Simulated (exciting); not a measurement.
# Al (P6_3/mmc) in exciting: settings compared

Aim: see how the results for Al move with the level of theory and the settings. Levels: PW91, PBEsol+D2. Tasks: single point.

Everything below comes from runs of exciting (release sodium). Logs are shortened: lines on timing, memory, paths and dates and some standing lists are left out, and cuts for length are marked.

## 1. The crystal as given

It takes space group P6_3/mmc (No. 194, hexagonal). The conventional cell has a = 2.827 Å, b = 2.827 Å, c = 9.186 Å, α = 90.00°, β = 90.00°, γ = 120.00°. Around Al (site symmetry -6m2) lie 12 Al at 2.82 to 2.83 Å. Al (site symmetry -3m) is surrounded by 12 Al at 2.82 to 2.83 Å.

This isn't the form of Al at room conditions, which is fcc.

## 2. Single point, PW91

Contents of run_exciting.py:

```python
import subprocess
import xml.etree.ElementTree as ET
from ase.io import read
from ase.units import Bohr

atoms = read("Al.xyz")
rmt = {'Al': 2.0}  # bohr
tasks = """
<groundstate do="fromscratch" ngridk="11 11 3" rgkmax="7.5" gmaxvr="14" lmaxapw="10" lmaxmat="10" lmaxvr="8" stype="Gaussian" swidth="0.00183747" nempty="14" ValenceRelativity="iora*" epsengy="1e-05" epspot="1e-05" maxscl="60" tforce="true" outputlevel="normal">
  <libxc exchange="XC_GGA_X_PW91" correlation="XC_GGA_C_PW91"/>
</groundstate>
<properties>
  <chargedensityplot>
    <plot3d>
      <box grid="15 15 46">
        <origin coord="0 0 0"/>
        <point coord="1 0 0"/>
        <point coord="0 1 0"/>
        <point coord="0 0 1"/>
      </box>
    </plot3d>
  </chargedensityplot>
  <elfplot>
    <plot3d>
      <box grid="15 15 46">
        <origin coord="0 0 0"/>
        <point coord="1 0 0"/>
        <point coord="0 1 0"/>
        <point coord="0 0 1"/>
      </box>
    </plot3d>
  </elfplot>
  <exccplot>
    <plot3d>
      <box grid="15 15 46">
        <origin coord="0 0 0"/>
        <point coord="1 0 0"/>
        <point coord="0 1 0"/>
        <point coord="0 0 1"/>
      </box>
    </plot3d>
  </exccplot>
</properties>
"""

root = ET.Element("input")
ET.SubElement(root, "title").text = "Al"
structure = ET.SubElement(root, "structure", speciespath="./", tshift="false")
crystal = ET.SubElement(structure, "crystal", scale="1.0")
for vector in atoms.cell / Bohr:
    ET.SubElement(crystal, "basevect").text = " ".join(f"{x:.12f}" for x in vector)
symbols = atoms.get_chemical_symbols()
for element in dict.fromkeys(symbols):
    species = ET.SubElement(structure, "species", speciesfile=element + ".xml", rmt=str(rmt[element]))
    for symbol, position in zip(symbols, atoms.get_scaled_positions(wrap=False)):
        if symbol == element:
            ET.SubElement(species, "atom", coord=" ".join(f"{x:.12f}" for x in position))
root.extend(ET.fromstring("<tasks>" + tasks + "</tasks>"))
ET.indent(root)
ET.ElementTree(root).write("input.xml")
subprocess.run(["exciting_smp"], check=True)
```

Contents of Al.xyz:

```xyz
4
Lattice="2.8270770242 0.0000000000 0.0000000000 -1.4135385121 2.4483205214 0.0000000000 0.0000000000 0.0000000000 9.1859930700" Properties=species:S:1:pos:R:3 pbc="T T T"
Al     1.4135385122      0.8161068404      6.8894948025
Al     0.0000000000      0.0000000000      4.5929965350
Al    -0.0000000001      1.6322136810      2.2964982675
Al     0.0000000000      0.0000000000      0.0000000000
```

Potentials or basis: all-electron LAPW+lo, shipped species files with second energy derivatives, valence relativity iora*.

Launch:

```bash
$ OMP_NUM_THREADS=1 python run_exciting.py
```

The program printed:

```text
================================================================================
EXCITING SODIUM started
[... 10 lines left out ...]

 Lattice vectors (cartesian) :
      5.3424013124      0.0000000000      0.0000000000
     -2.6712006562      4.6266552537      0.0000000000
      0.0000000000      0.0000000000     17.3590110961

 Reciprocal lattice vectors (cartesian) :
      1.1760975898      0.6790202601     -0.0000000000
      0.0000000000      1.3580405201      0.0000000000
      0.0000000000     -0.0000000000      0.3619552561

 Unit cell volume                           :     429.0704731843
 Brillouin zone volume                      :       0.5781106577

 Species :    1 (Al)
     parameters loaded from                 :    Al.xml
     name                                   :    aluminium
     nuclear charge                         :     -13.00000000
     electronic charge                      :      13.00000000
     atomic mass                            :   49184.33493000
     muffin-tin radius                      :       2.00000000
     # of radial points in muffin-tin       :     300

     atomic positions (lattice) :
       1 :   0.66666667  0.33333333  0.75000000
       2 :   0.00000000  0.00000000  0.50000000
       3 :   0.33333333  0.66666667  0.25000000
       4 :   0.00000000  0.00000000  0.00000000

 Total number of atoms per unit cell        :       4

 Spin treatment                             :    spin-unpolarised

 Number of Bravais lattice symmetries       :      24
 Number of crystal symmetries               :      24

 k-point grid                               :      11   11    3
 Total number of k-points                   :      32
 k-point set is reduced with crystal symmetries

 R^MT_min * |G+k|_max (rgkmax)              :       7.50000000
 Species with R^MT_min                      :       1 (Al)
 Maximum |G+k| for APW functions            :       3.75000000
 Maximum |G| for potential and density      :      14.00000000

 G-vector grid sizes                        :      24    24    80
 Total number of G-vectors                  :   19835

 Maximum angular momentum used for
     APW functions                          :      10
     computing H and O matrix elements      :      10
     potential and density                  :       8
     inner part of muffin-tin               :       2

 Total nuclear charge                       :     -52.00000000
 Total electronic charge                    :      52.00000000
 Total core charge                          :      16.00000000
 Total valence charge                       :      36.00000000

 Number of empty states                     :      14
 Total number of valence states             :      33

 Maximum Hamiltonian size                   :     482
 Maximum number of plane-waves              :     390
 Total number of local-orbitals             :      92

 Exchange-correlation type                  :     100
     libxc; exchange: Perdew & Wang 91; correlation: Perdew & Wang 91 (see libxc for references)

 Smearing scheme                            :    Gaussian
 Smearing width                             :       0.00183747

 Using multisecant Broyden potential mixing
[... 6 lines left out ...]
* Groundstate module started                                                   *
********************************************************************************
 Output level for this task is set to normal

++++++++++++++++++++++++++++++++++++++++++++++++++++++++++++++++++++++++++++++++
[... 5 lines left out ...]
+ SCF iteration number :    1                                                  +
++++++++++++++++++++++++++++++++++++++++++++++++++++++++++++++++++++++++++++++++
 Total energy                               :      -971.04241826
 _______________________________________________________________
 Fermi energy                               :         0.28427421
 Kinetic energy                             :       974.84512227
 Coulomb energy                             :     -1870.79899090
 Exchange energy                            :       -72.85754350
 Correlation energy                         :        -2.23100613

 DOS at Fermi energy (states/Ha/cell)       :        70.08425681

 Electron charges :
     core                                   :        16.00000000
     core leakage                           :         0.00545642
     valence                                :        36.00000000
     interstitial                           :         8.43074044
     charge in muffin-tin spheres :
                  atom     1    Al          :        10.89408351
                  atom     2    Al          :        10.89054627
                  atom     3    Al          :        10.89408351
                  atom     4    Al          :        10.89054627
     total charge in muffin-tins            :        43.56925956
     total charge                           :        52.00000000

++++++++++++++++++++++++++++++++++++++++++++++++++++++++++++++++++++++++++++++++
+ SCF iteration number :    2                                                  +
++++++++++++++++++++++++++++++++++++++++++++++++++++++++++++++++++++++++++++++++
 Total energy                               :      -971.20379904
 _______________________________________________________________
 Fermi energy                               :         0.28353143
 Kinetic energy                             :       974.56655567
 Coulomb energy                             :     -1870.68512125
 Exchange energy                            :       -72.85431599
 Correlation energy                         :        -2.23091747
[... 404 lines left out ...]
 DOS at Fermi energy (states/Ha/cell)       :        63.67122981

 Electron charges :
     core                                   :        16.00000000
     core leakage                           :         0.00535838
     valence                                :        36.00000000
     interstitial                           :         8.40839957
     charge in muffin-tin spheres :
                  atom     1    Al          :        10.89933383
                  atom     2    Al          :        10.89646638
                  atom     3    Al          :        10.89933383
                  atom     4    Al          :        10.89646638
     total charge in muffin-tins            :        43.59160043
     total charge                           :        52.00000000

 RMS change in effective potential (target) :  0.112109E-07  ( 0.100000E-04)
 Absolute change in total energy   (target) :  0.978035E-06  ( 0.100000E-04)
 Charge distance                   (target) :  0.430505E-08  ( 0.100000E-04)
 Abs. change in max-nonIBS-force   (target) :   0.00000      ( 0.500000E-04)

++++++++++++++++++++++++++++++++++++++++++++++++++++++++++++++++++++++++++++++++
| Convergency criteria checked for the last 2 iterations                       +
| Convergence targets achieved. Performing final SCF iteration                 +
++++++++++++++++++++++++++++++++++++++++++++++++++++++++++++++++++++++++++++++++
 Total energy                               :      -971.74871552
 _______________________________________________________________
 Fermi energy                               :         0.28133412
 Kinetic energy                             :       973.74201077
 Coulomb energy                             :     -1870.41135968
 Exchange energy                            :       -72.84866309
 Correlation energy                         :        -2.23070352

 DOS at Fermi energy (states/Ha/cell)       :        63.67122372

 Electron charges :
     core                                   :        16.00000000
     core leakage                           :         0.00535838
     valence                                :        36.00000000
     interstitial                           :         8.40839957
     charge in muffin-tin spheres :
                  atom     1    Al          :        10.89933385
                  atom     2    Al          :        10.89646637
                  atom     3    Al          :        10.89933385
                  atom     4    Al          :        10.89646637
     total charge in muffin-tins            :        43.59160043
     total charge                           :        52.00000000

++++++++++++++++++++++++++++++++++++++++++++++++++++++++++++++++++++++++++++++++
+ Self-consistent loop stopped                                                 +
++++++++++++++++++++++++++++++++++++++++++++++++++++++++++++++++++++++++++++++++
 STATE.OUT is written

--------------------------------------------------------------------------------
- Writing atomic positions and forces                                          -
--------------------------------------------------------------------------------

 Atomic positions (lattice) :
 atom     1  Al  :     0.66666667    0.33333333    0.75000000
 atom     2  Al  :     0.00000000    0.00000000    0.50000000
 atom     3  Al  :     0.33333333    0.66666667    0.25000000
 atom     4  Al  :     0.00000000    0.00000000    0.00000000

 Total atomic forces including IBS (cartesian) :
 atom     1  Al  :    -0.00000000    0.00000000    0.00000000
 atom     2  Al  :     0.00000000   -0.00000000   -0.00000000
 atom     3  Al  :     0.00000000   -0.00000000    0.00000000
 atom     4  Al  :     0.00000000    0.00000000   -0.00000000

 Atomic force components including IBS (cartesian) :
 atom     1  Al  :    -0.00000000    0.00000000    0.00000000   HF force
                 :    -0.00000000   -0.00000000    0.00000000   core correction
                 :    -0.00000000   -0.00000000    0.00000000   IBS correction
 atom     2  Al  :     0.00000000   -0.00000000   -0.00000000   HF force
                 :     0.00000000   -0.00000000    0.00000000   core correction
                 :    -0.00000000    0.00000000   -0.00000000   IBS correction
 atom     3  Al  :     0.00000000   -0.00000000    0.00000000   HF force
                 :    -0.00000000    0.00000000   -0.00000000   core correction
                 :     0.00000000    0.00000000   -0.00000000   IBS correction
 atom     4  Al  :     0.00000000   -0.00000000   -0.00000000   HF force
                 :     0.00000000   -0.00000000    0.00000000   core correction
                 :    -0.00000000    0.00000000   -0.00000000   IBS correction

********************************************************************************
* Groundstate module stopped                                                   *
********************************************************************************

--------------------------------------------------------------------------------
- CAUTION! Warnings have been written in file WARNING.OUT !                    -
--------------------------------------------------------------------------------
================================================================================
| EXCITING SODIUM stopped                                                      =
================================================================================
```

Wall time 2.6 min (1 thread of AMD EPYC 7R13 (Zen 3), shared host); peak memory 0.2 GiB.

Results:

```
Free energy                                       : -26442.6326 eV
Band gap on the k mesh                            : none (metal or under the smearing width)
All electrons inside the program's atomic spheres : Al 10.90 (radii Al 2.0 bohr)
```

Caveat: the log's total energy holds no entropy term; the free energy is that total less TS from the occupations.

(Continued in part 2 of 2.)
